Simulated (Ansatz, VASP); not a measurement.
# Nb in VASP and in Ansatz

INCAR

```
SYSTEM = Nb
PREC     = Accurate       ! precision mode
ENCUT    = 520            ! plane-wave cutoff, eV
EDIFF    = 1E-6           ! SCF threshold, eV
ISMEAR   = -1             ! smearing method
SIGMA    = 0.1            ! smearing width, eV
LREAL    = .False.        ! projectors in reciprocal space
LASPH    = .True.         ! aspherical terms in the spheres
NELM     = 80             ! most SCF steps
ALGO     = Normal         ! electronic algorithm
ISIF     = 2              ! what is computed and relaxed
LWAVE    = .False.        ! write WAVECAR
LCHARG   = .False.        ! write CHGCAR
GGA      = CA             ! functional
NBANDS   = 12             ! bands
```

Contents of KPOINTS:

```
Automatic mesh
0
Gamma
  13 13 13
  0 0 0
```

File POSCAR:

```
Nb
1.0
    2.6295741080      0.0000000000      0.0000000000
    0.0000000000      2.6295741080      0.0000000000
    0.0000000000      0.0000000000      2.6295741080
Nb
1
Direct
    0.0000000000      0.0000000000      0.0000000000
```

Input for Ansatz:

```yaml
crystal:
  lattice:
    - [2.629574108, 0.0, 0.0]
    - [0.0, 2.629574108, 0.0]
    - [0.0, 0.0, 2.629574108]
  atoms:
    - { symbol: Nb, position: [0.0, 0.0, 0.0] }
hamiltonian:
  xc: lda
  pseudopotentials:
    kind: paw
    azcp:
      Nb: "pseudopotentials/Nb.paw.azcp"
basis:
  ecutwfc: 420
  fft_grid_basis: typed
kpoints:
  mp_grid: { grid: [13, 13, 13], shift: [0, 0, 0] }
magnetization:
  spin_polarized: false
scf:
  occupations: { method: fermi_dirac, width: 0.1 }
  lower_state_search: "off"
output:
  stress: true
  write_density: true
  write_potential: true
  elf: true
  volumetric_format: npy
```

Alike in both runs: task single point; functional LDA; k mesh 13 × 13 × 13; occupations fermi-dirac, width 0.1 eV; no spin polarisation.

|  | VASP | Ansatz |
| --- | --- | --- |
| version | VASP 6.6.1 | Ansatz 0.2.0 |
| potentials or method | VASP PAW LDA potentials, release 64 (Nb_sv) | plane waves (420 eV) with PAW, scalar-relativistic |
| plane-wave cutoff (eV) | 520 | 420 |
| valence electrons in the cell | 13 | 13 |

|  | VASP | Ansatz | Ansatz less VASP |
| --- | --- | --- | --- |
| pressure (GPa) | 6.1 | 6.2 | +0.07 |

Ansatz warned: «pseudo_functional_mismatch».
